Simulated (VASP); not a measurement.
# Shielding tensors and field gradients of MgO, part 3 of 5

Aim: NMR shielding tensors and field gradients of MgO. The cell has space group P6_3/mmc, a computed entry that need not be the common form of this compound. The start is a computed cell from the Materials Project.

VASP 6.6.1, plane waves and PAW; the level of theory is named at each step.

So far. Step 2 (Relaxation): The forces stay under 1e-4 eV/Å. Step 3 (Ground state): The cell has a gap of 3.34 eV on this mesh and a pressure of -3.8 GPa, which holds the misfit of the given cell and coordinates with this functional, and any error of cutoff, mesh and data sets.

## (4) Shielding tensors (continued)

Level of this step: chemical shifts by linear response (GIPAW), LDA; plane waves and PAW (Mg, O) (VASP).

Ordered as |Vzz| ≥ |Vxx| ≥ |Vyy|, the program's way. Electric field gradients, by row:

```
atom  Vxx (V/Å²)  Vyy (V/Å²)  Vzz (V/Å²)  asymmetry
 Mg1       0.341       0.341      -0.683          0
 Mg2       0.341       0.341      -0.683          0
  O3       3.217       3.217      -6.434          0
  O4       3.217       3.217      -6.434          0
```

## (5) Coarser mesh

A coarser mesh shows what can be saved.

Input file INCAR:

```
SYSTEM = MgO
PREC = Accurate
ENCUT = 560
EDIFF = 1E-09
NELM = 100
ISMEAR = 0
SIGMA = 0.01
LREAL = .FALSE.
ALGO = Normal
GGA = CA
NBANDS = 14
LWAVE = .FALSE.
LCHARG = .FALSE.
LCHIMAG = .TRUE.
LEFG = .TRUE.
DQ = 0.001
ICHIBARE = 1
LNMR_SYM_RED = .TRUE.
```

Input file POSCAR:

```
MgO
1.0
    3.4863778627      0.0000000000      0.0000000000
   -1.7431889314      3.0192917963      0.0000000000
    0.0000000000      0.0000000000      4.1780412200
Mg O
2 2
Direct
    0.3333333333      0.6666666667      0.2500000000
    0.6666666667      0.3333333333      0.7500000000
    0.3333333333      0.6666666667      0.7500000000
    0.6666666667      0.3333333333      0.2500000000
```

Input file KPOINTS:

```
Automatic mesh
0
Gamma
2 2 2
0 0 0
```

Potentials, in the order of the species: Mg and O (LDA family, release 64).

The run is started by

```console
$ mpirun -np 2 vasp_std
```

Output:

```text
[banner, memory and clock lines left out]
running    2 mpi-ranks, on    1 nodes
 distrk:  each k-point on    2 cores,    1 groups
 distr:  one band on    1 cores,    2 groups

 POSCAR found type information on POSCAR MgO
 POSCAR found :  2 types and       4 ions
 LDA part: xc-table for (Slater(with rela. corr.)+CA(PZ))
 , standard interpolation
 POSCAR, INCAR and KPOINTS ok, starting setup
 FFT: planning ... GRIDC
 FFT: planning ... GRID_SOFT
 FFT: planning ... GRID
 WAVECAR not read
 entering main loop
       N       E                     dE             d eps       ncg     rms          rms(c)
DAV:   1     0.612923663378E+02    0.61292E+02   -0.81531E+03   112   0.108E+03
DAV:   2    -0.265166317891E+02   -0.87809E+02   -0.82380E+02   136   0.220E+02
DAV:   3    -0.304243044359E+02   -0.39077E+01   -0.38977E+01   142   0.497E+01
DAV:   4    -0.304454464028E+02   -0.21142E-01   -0.21139E-01   130   0.408E+00
DAV:   5    -0.304455632342E+02   -0.11683E-03   -0.11683E-03   136   0.301E-01    0.111E+01
DAV:   6    -0.265046727565E+02    0.39409E+01   -0.13246E+01   112   0.283E+01    0.368E+00
DAV:   7    -0.263815312008E+02    0.12314E+00   -0.19197E-01   112   0.399E+00    0.206E+00
DAV:   8    -0.263092950557E+02    0.72236E-01   -0.10026E-01   118   0.348E+00    0.385E-01
DAV:   9    -0.263080647900E+02    0.12303E-02   -0.68319E-03   148   0.748E-01    0.115E-01
DAV:  10    -0.263081264849E+02   -0.61695E-04   -0.43987E-04   112   0.194E-01    0.121E-02
DAV:  11    -0.263081262529E+02    0.23202E-06   -0.16456E-05   136   0.337E-02    0.102E-02
DAV:  12    -0.263081253697E+02    0.88317E-06   -0.24290E-06   118   0.136E-02    0.218E-03
DAV:  13    -0.263081253112E+02    0.58572E-07   -0.25850E-07   148   0.446E-03    0.257E-04
DAV:  14    -0.263081253057E+02    0.55019E-08   -0.51143E-09   112   0.677E-04    0.106E-04
DAV:  15    -0.263081253048E+02    0.82525E-09   -0.82751E-10    74   0.236E-04
ion   1
     0.0000000    -0.0000000     0.0000000     0.0547889     0.0000000    -0.0000000
     0.0000337    -0.0000000     0.0000000     0.0547889     0.0000000    -0.0000000
     0.0000464    -0.0000000     0.0000000     0.0547889     0.0000000    -0.0000000
     0.0000638    -0.0000000     0.0000000     0.0547889     0.0000000    -0.0000000
     0.0000879    -0.0000000     0.0000000     0.0547889     0.0000000    -0.0000000

     0.0000000    -0.0000000     0.0000000    -0.4310866     0.0000000    -0.0000000
     0.0000337    -0.0000000     0.0000000    -0.4310862     0.0000000    -0.0000000
     0.0000464    -0.0000000     0.0000000    -0.4310859     0.0000000    -0.0000000
     0.0000638    -0.0000000     0.0000000    -0.4310854     0.0000000    -0.0000000
     0.0000879    -0.0000000     0.0000000    -0.4310846     0.0000000    -0.0000000

ion   2
     0.0000000    -0.0000000     0.0000000     0.0547889    -0.0000000    -0.0000000
     0.0000337    -0.0000000     0.0000000     0.0547889    -0.0000000    -0.0000000
     0.0000464    -0.0000000     0.0000000     0.0547889    -0.0000000    -0.0000000
     0.0000638    -0.0000000     0.0000000     0.0547889    -0.0000000    -0.0000000
     0.0000879    -0.0000000     0.0000000     0.0547889    -0.0000000    -0.0000000

     0.0000000    -0.0000000     0.0000000    -0.4310866     0.0000000    -0.0000000
     0.0000337    -0.0000000     0.0000000    -0.4310862     0.0000000    -0.0000000
     0.0000464    -0.0000000     0.0000000    -0.4310859     0.0000000    -0.0000000
     0.0000638    -0.0000000     0.0000000    -0.4310854     0.0000000    -0.0000000
     0.0000879    -0.0000000     0.0000000    -0.4310846     0.0000000    -0.0000000

ion   3
     0.0000000    -0.0000000    -0.0000000    -0.6185855     0.0000000    -0.0000000
     0.0000293    -0.0000000    -0.0000000    -0.6185854     0.0000000    -0.0000000
     0.0000403    -0.0000000    -0.0000000    -0.6185854     0.0000000    -0.0000000
     0.0000555    -0.0000000    -0.0000000    -0.6185854     0.0000000    -0.0000000
     0.0000765    -0.0000000    -0.0000000    -0.6185854     0.0000000    -0.0000000

     0.0000000    -0.0000000    -0.0000000    -2.0468968     0.0000000    -0.0000000
     0.0000293    -0.0000000    -0.0000000    -2.0468963     0.0000000    -0.0000000
     0.0000403    -0.0000000    -0.0000000    -2.0468959     0.0000000    -0.0000000
     0.0000555    -0.0000000    -0.0000000    -2.0468953     0.0000000    -0.0000000
     0.0000765    -0.0000000    -0.0000000    -2.0468943     0.0000000    -0.0000000

ion   4
     0.0000000    -0.0000000     0.0000000    -0.6185855     0.0000000    -0.0000000
     0.0000293    -0.0000000     0.0000000    -0.6185854     0.0000000    -0.0000000
     0.0000403    -0.0000000     0.0000000    -0.6185854     0.0000000    -0.0000000
     0.0000555    -0.0000000     0.0000000    -0.6185854     0.0000000    -0.0000000
     0.0000765    -0.0000000     0.0000000    -0.6185854     0.0000000    -0.0000000

     0.0000000    -0.0000000     0.0000000    -2.0468968     0.0000000    -0.0000000
     0.0000293    -0.0000000     0.0000000    -2.0468963     0.0000000    -0.0000000
     0.0000403    -0.0000000     0.0000000    -2.0468959     0.0000000    -0.0000000
     0.0000555    -0.0000000     0.0000000    -2.0468953     0.0000000    -0.0000000
     0.0000765    -0.0000000     0.0000000    -2.0468943     0.0000000    -0.0000000

   1 F= -.26308125E+02 E0= -.26308125E+02  d E =-.346401E-19
DAV:   1    -0.585537811525E+02   -0.58554E+02   -0.36833E-11    28   0.151E-05
DAV:   2    -0.585537811525E+02    0.23761E-10    0.48572E-13    28   0.344E-06
BDIR= 1  IDIR= 2  IQ= -1
DAV:   1    -0.117107612017E+03   -0.11711E+03   -0.12568E-02   192   0.796E-01
DAV:   2    -0.117107662769E+03   -0.50752E-04   -0.50752E-04   192   0.151E-01
DAV:   3    -0.117107662871E+03   -0.10195E-06   -0.10194E-06   210   0.707E-03
DAV:   4    -0.117107662872E+03   -0.85325E-09   -0.72025E-09   192   0.632E-04
       N       E                     dE             d eps       ncg     rms
RMM:   1    -0.527580294581E+02   -0.52758E+02   -0.73155E+01   291   0.420E+01
RMM:   2    -0.547118470086E+02   -0.19538E+01   -0.77396E+00   307   0.494E+00
RMM:   3    -0.547861906932E+02   -0.74344E-01   -0.35903E-02   320   0.592E-01
RMM:   4    -0.547873995702E+02   -0.12089E-02   -0.23397E-03   331   0.110E-01
RMM:   5    -0.547874960751E+02   -0.96505E-04   -0.11868E-04   332   0.235E-02
RMM:   6    -0.547875002468E+02   -0.41716E-05   -0.88940E-06   284   0.561E-03
RMM:   7    -0.547875006150E+02   -0.36829E-06   -0.39500E-07   243   0.132E-03
RMM:   8    -0.547875006306E+02   -0.15599E-07   -0.36390E-08   231   0.366E-04
RMM:   9    -0.547875006323E+02   -0.16030E-08   -0.15953E-09   214   0.112E-04
[...]
RLQ:   3    -0.797905379752E+00   -0.11893E-02   -0.16851E-03   261   0.106E-01
RLQ:   4    -0.797969398874E+00   -0.64019E-04   -0.51179E-05   251   0.186E-02
RLQ:   5    -0.797971327205E+00   -0.19283E-05   -0.41775E-06   209   0.373E-03
RLQ:   6    -0.797971501740E+00   -0.17453E-06   -0.15399E-07   167   0.877E-04
RLQ:   7    -0.797971508846E+00   -0.71054E-08   -0.16247E-08   142   0.218E-04
RLQ:   8    -0.797971509560E+00   -0.71467E-09   -0.62070E-10   105   0.755E-05
BDIR= 3  IDIR= 1  IQ= -1
DAV:   1    -0.117107612229E+03   -0.11711E+03   -0.12340E-02   198   0.796E-01
DAV:   2    -0.117107662786E+03   -0.50557E-04   -0.50557E-04   174   0.151E-01
DAV:   3    -0.117107662887E+03   -0.10111E-06   -0.10114E-06   228   0.698E-03
DAV:   4    -0.117107662888E+03   -0.67045E-09   -0.70962E-09   168   0.600E-04
       N       E                     dE             d eps       ncg     rms
RMM:   1    -0.549831009296E+02   -0.54983E+02   -0.83162E+01   285   0.424E+01
RMM:   2    -0.567989110910E+02   -0.18158E+01   -0.39122E+00   293   0.602E+00
RMM:   3    -0.569035472483E+02   -0.10464E+00   -0.13042E-01   310   0.943E-01
RMM:   4    -0.569056966877E+02   -0.21494E-02   -0.38372E-03   328   0.186E-01
RMM:   5    -0.569058465359E+02   -0.14985E-03   -0.13078E-04   321   0.379E-02
RMM:   6    -0.569058513324E+02   -0.47965E-05   -0.97770E-06   308   0.872E-03
RMM:   7    -0.569058517664E+02   -0.43401E-06   -0.44612E-07   264   0.200E-03
RMM:   8    -0.569058517861E+02   -0.19720E-07   -0.35217E-08   233   0.512E-04
RMM:   9    -0.569058517879E+02   -0.17199E-08   -0.22459E-09   212   0.144E-04
RMM:  10    -0.569058517880E+02   -0.10564E-09   -0.15157E-10   187   0.573E-05
BDIR= 3  IDIR= 1  IQ=  0
DAV:   1    -0.117107561824E+03   -0.11711E+03   -0.49545E-11    96   0.596E-05
DAV:   2    -0.117107561824E+03    0.10051E-09   -0.66836E-12   102   0.137E-05
       N       E                     dE             d eps       ncg     rms
RMM:   1    -0.549835174732E+02   -0.54984E+02   -0.83164E+01   285   0.424E+01
RMM:   2    -0.567995183239E+02   -0.18160E+01   -0.39129E+00   293   0.602E+00
RMM:   3    -0.569041675122E+02   -0.10465E+00   -0.13046E-01   299   0.942E-01
RMM:   4    -0.569063163540E+02   -0.21488E-02   -0.38348E-03   295   0.186E-01
RMM:   5    -0.569064660204E+02   -0.14967E-03   -0.13041E-04   289   0.377E-02
RMM:   6    -0.569064707884E+02   -0.47680E-05   -0.97088E-06   259   0.859E-03
RMM:   7    -0.569064712166E+02   -0.42823E-06   -0.43015E-07   215   0.194E-03
RMM:   8    -0.569064712357E+02   -0.19078E-07   -0.33957E-08   182   0.496E-04
RMM:   9    -0.569064712373E+02   -0.16201E-08   -0.20722E-09   161   0.137E-04
RMM:  10    -0.569064712374E+02   -0.93429E-10   -0.13032E-10   107   0.556E-05
BDIR= 3  IDIR= 1  IQ=  1
DAV:   1    -0.117107612233E+03   -0.11711E+03   -0.12340E-02   192   0.796E-01
DAV:   2    -0.117107662786E+03   -0.50553E-04   -0.50553E-04   180   0.151E-01
DAV:   3    -0.117107662887E+03   -0.10122E-06   -0.10121E-06   216   0.698E-03
DAV:   4    -0.117107662888E+03   -0.56393E-09   -0.71121E-09   180   0.600E-04
       N       E                     dE             d eps       ncg     rms
RMM:   1    -0.549831009293E+02   -0.54983E+02   -0.83162E+01   285   0.424E+01
RMM:   2    -0.567989110913E+02   -0.18158E+01   -0.39122E+00   293   0.602E+00
RMM:   3    -0.569035472486E+02   -0.10464E+00   -0.13042E-01   310   0.943E-01
RMM:   4    -0.569056966880E+02   -0.21494E-02   -0.38372E-03   328   0.186E-01
RMM:   5    -0.569058465362E+02   -0.14985E-03   -0.13078E-04   321   0.379E-02
RMM:   6    -0.569058513327E+02   -0.47965E-05   -0.97770E-06   308   0.872E-03
RMM:   7    -0.569058517667E+02   -0.43401E-06   -0.44612E-07   264   0.200E-03
RMM:   8    -0.569058517865E+02   -0.19720E-07   -0.35217E-08   233   0.512E-04
RMM:   9    -0.569058517882E+02   -0.17200E-08   -0.22462E-09   212   0.144E-04
RMM:  10    -0.569058517883E+02   -0.10561E-09   -0.15151E-10   187   0.573E-05
BDIR= 3  IDIR= 2  IQ= -1
DAV:   1    -0.117107612017E+03   -0.11711E+03   -0.12568E-02   192   0.796E-01
DAV:   2    -0.117107662769E+03   -0.50752E-04   -0.50752E-04   192   0.151E-01
DAV:   3    -0.117107662871E+03   -0.10189E-06   -0.10194E-06   210   0.707E-03
DAV:   4    -0.117107662872E+03   -0.79584E-09   -0.72025E-09   192   0.632E-04
       N       E                     dE             d eps       ncg     rms
RMM:   1    -0.549652721475E+02   -0.54965E+02   -0.82983E+01   282   0.425E+01
RMM:   2    -0.567928858621E+02   -0.18276E+01   -0.40888E+00   290   0.627E+00
RMM:   3    -0.569036581096E+02   -0.11077E+00   -0.12891E-01   301   0.974E-01
RMM:   4    -0.569057269160E+02   -0.20688E-02   -0.40618E-03   316   0.191E-01
RMM:   5    -0.569058868259E+02   -0.15991E-03   -0.12194E-04   312   0.384E-02
RMM:   6    -0.569058911664E+02   -0.43405E-05   -0.10775E-05   278   0.875E-03
RMM:   7    -0.569058916399E+02   -0.47347E-06   -0.35587E-07   231   0.196E-03
RMM:   8    -0.569058916552E+02   -0.15277E-07   -0.38144E-08   214   0.490E-04
RMM:   9    -0.569058916570E+02   -0.17918E-08   -0.14437E-09   184   0.131E-04
RMM:  10    -0.569058916570E+02   -0.66656E-10   -0.14728E-10   164   0.512E-05
BDIR= 3  IDIR= 2  IQ=  0
DAV:   1    -0.117107561824E+03   -0.11711E+03   -0.49367E-11    96   0.596E-05
DAV:   2    -0.117107561824E+03    0.30980E-10   -0.19569E-12   102   0.137E-05
       N       E                     dE             d eps       ncg     rms
RMM:   1    -0.549656024648E+02   -0.54966E+02   -0.82985E+01   282   0.425E+01
RMM:   2    -0.567934361548E+02   -0.18278E+01   -0.40895E+00   290   0.627E+00
RMM:   3    -0.569042375251E+02   -0.11080E+00   -0.12900E-01   296   0.975E-01
RMM:   4    -0.569063066247E+02   -0.20691E-02   -0.40609E-03   287   0.191E-01
RMM:   5    -0.569064664503E+02   -0.15983E-03   -0.12173E-04   283   0.383E-02
RMM:   6    -0.569064707722E+02   -0.43219E-05   -0.10721E-05   238   0.871E-03
RMM:   7    -0.569064712407E+02   -0.46846E-06   -0.34123E-07   203   0.192E-03
RMM:   8    -0.569064712554E+02   -0.14704E-07   -0.37053E-08   173   0.479E-04
RMM:   9    -0.569064712571E+02   -0.17043E-08   -0.13093E-09   139   0.126E-04
RMM:  10    -0.569064712572E+02   -0.57412E-10   -0.12959E-10    93   0.488E-05
BDIR= 3  IDIR= 2  IQ=  1
DAV:   1    -0.117107612017E+03   -0.11711E+03   -0.12568E-02   192   0.796E-01
DAV:   2    -0.117107662769E+03   -0.50752E-04   -0.50752E-04   192   0.151E-01
DAV:   3    -0.117107662871E+03   -0.10199E-06   -0.10194E-06   204   0.707E-03
DAV:   4    -0.117107662872E+03   -0.67425E-09   -0.71975E-09   192   0.632E-04
       N       E                     dE             d eps       ncg     rms
RMM:   1    -0.549652721475E+02   -0.54965E+02   -0.82983E+01   282   0.425E+01
RMM:   2    -0.567928858620E+02   -0.18276E+01   -0.40888E+00   290   0.627E+00
RMM:   3    -0.569036581095E+02   -0.11077E+00   -0.12891E-01   301   0.974E-01
RMM:   4    -0.569057269159E+02   -0.20688E-02   -0.40618E-03   316   0.191E-01
RMM:   5    -0.569058868258E+02   -0.15991E-03   -0.12194E-04   312   0.384E-02
RMM:   6    -0.569058911664E+02   -0.43405E-05   -0.10775E-05   278   0.875E-03
RMM:   7    -0.569058916398E+02   -0.47347E-06   -0.35587E-07   231   0.196E-03
RMM:   8    -0.569058916551E+02   -0.15277E-07   -0.38144E-08   214   0.490E-04
RMM:   9    -0.569058916569E+02   -0.17918E-08   -0.14435E-09   184   0.131E-04
RMM:  10    -0.569058916570E+02   -0.66670E-10   -0.14711E-10   164   0.512E-05
       N       E                     dE             d eps       ncg     rms
RLQ:   1    -0.801364665134E+00   -0.80136E+00   -0.16084E+00   172   0.430E+00
RLQ:   2    -0.825083640514E+00   -0.23719E-01   -0.41947E-02   254   0.707E-01
RLQ:   3    -0.825865559674E+00   -0.78192E-03   -0.82412E-04   238   0.769E-02
RLQ:   4    -0.825886812867E+00   -0.21253E-04   -0.37435E-05   216   0.119E-02
RLQ:   5    -0.825887905809E+00   -0.10929E-05   -0.15051E-06   184   0.227E-03
RLQ:   6    -0.825887955923E+00   -0.50115E-07   -0.97057E-08   142   0.483E-04
RLQ:   7    -0.825887959017E+00   -0.30939E-08   -0.37680E-09   112   0.128E-04
RLQ:   8    -0.825887959152E+00   -0.13517E-09   -0.27352E-10   106   0.525E-05
```

Run time: 34 s. Hardware: 2 MPI ranks of Intel Xeon 6975P-C (Granite Rapids), shared host; peak memory 0.26 GiB.

OUTCAR, selected parts (step 5):

```text
   k-points           NKPTS =      4   k-points in BZ     NKDIM =      4   number of bands    NBANDS=     14

   NELECT =      16.0000    total number of electrons

  Total       -1.2700431     -1.2700431     -2.1620441      0.0000000      0.0000000      0.0000000
  in kB      -46.2675809    -46.2675809    -78.7631139      0.0000000      0.0000000      0.0000000
  external PRESSURE =     -57.0994252 kB  Pullay stress =       0.0000000 kB

 POSITION                                       TOTAL-FORCE (eV/Angst)
 -----------------------------------------------------------------------------------
     -0.00000      2.01286      1.04451         0.000000      0.000000     -0.000000
      1.74319      1.00643      3.13353         0.000000     -0.000000     -0.000000
     -0.00000      2.01286      3.13353        -0.000000      0.000000      0.000000
      1.74319      1.00643      1.04451         0.000000     -0.000000      0.000000
 -----------------------------------------------------------------------------------
    total drift:                               -0.000000      0.000000     -0.000000

 Electric field gradients after diagonalization (V/A^2)
 (convention: |V_zz| > |V_xx| > |V_yy|)
----------------------------------------------------------------------
 ion       V_xx      V_yy      V_zz     asymmetry (V_yy - V_xx)/ V_zz
----------------------------------------------------------------------
   1      -0.148    -0.148     0.297       0.000
   2      -0.148    -0.148     0.297       0.000
   3      -1.299    -1.299     2.598       0.000
   4      -1.299    -1.299     2.598       0.000
----------------------------------------------------------------------

  ORBITAL MAGNETIC SUSCEPTIBILITY, excluding core contribution
 -------------------------------------------------------------
  Approximate magnetic susceptibility, pGv (10^-6 cm^3/mole)
     1        -75.948960          0.000000          0.000000
     2          0.000000        -76.105878          0.000000
     3          0.000000          0.000000        -89.626408
 -------------------------------------------------------------
  Approximate magnetic susceptibility, vGv (10^-6 cm^3/mole)
     1        -53.519958          0.000000          0.000000
     2          0.000000        -53.794873          0.000000
     3          0.000000          0.000000        -67.593560

  BDIR labels direction of applied magnetic field (i.e. B0)
  For BDIR==1, B0 along x-axis, etc.
  Induced field listed along cartesian directions for each BDIR
 ------------------------------------------------------------------------------------------
                 EXCLUDING G=0 CONTRIBUTION              INCLUDING G=0 CONTRIBUTION
 ------------------------------------------------------------------------------------------
  ion  BDIR            X           Y           Z                X           Y           Z
          (   iso_shield        span        skew ) (   iso_shield        span        skew )
 ------------------------------------------------------------------------------------------
    1     1     499.4920      0.0000     -0.0000         526.0264      0.0000     -0.0000
          2       0.0000    499.4937      0.0000           0.0000    526.0778     -0.0000
          3       0.0000      0.0000    396.4743           0.0000     -0.0000    427.3351
          (     465.1533    103.0194     -1.0000 ) (     493.1464     98.7427     -0.9990 )

    2     1     499.4920      0.0000     -0.0000         526.0264      0.0000     -0.0000
          2       0.0000    499.4937      0.0000           0.0000    526.0778     -0.0000
          3       0.0000      0.0000    396.4743           0.0000     -0.0000    427.3351
          (     465.1533    103.0194     -1.0000 ) (     493.1464     98.7427     -0.9990 )

    3     1    -226.6264      0.0000      0.0000        -200.0920      0.0000      0.0000
          2       0.0000   -226.6238      0.0000           0.0000   -200.0398      0.0000
          3       0.0000      0.0000   -219.7490           0.0000      0.0000   -188.8882
          (    -224.3331      6.8775      0.9992 ) (    -196.3400     11.2038      0.9907 )

    4     1    -226.6264      0.0000      0.0000        -200.0920      0.0000      0.0000
          2       0.0000   -226.6238      0.0000           0.0000   -200.0398      0.0000
          3       0.0000      0.0000   -219.7490           0.0000      0.0000   -188.8882
          (    -224.3331      6.8775      0.9992 ) (    -196.3400     11.2038      0.9907 )
 ------------------------------------------------------------------------------------------

[... 8 parts as in an earlier step ...]

[... 3 further parts left out ...]
```

The run converged; its settings lie outside those of the reference runs, so its numbers serve the comparison alone.

Against the sound run on this cell (sound settings) the energy at zero smearing moves by +47.8 meV an atom and the pressure by +0.13 GPa.

Settings moved from the usual: the k mesh, now 2×2×2

(Continued in part 4 of 5.)

[Lines on the potential files, build, host, timing and source positions are cut from VASP's logs without a mark.]

[Logs are printed without paths, hosts, clocks, repeated set-up lines and the standing remarks that a program may print on its own settings, such as how far it seeks lower states.]

[Hosts, paths, dates, database ids (printed as entryN), source tags and the programs' standing remarks are cut or masked in the printed files.]
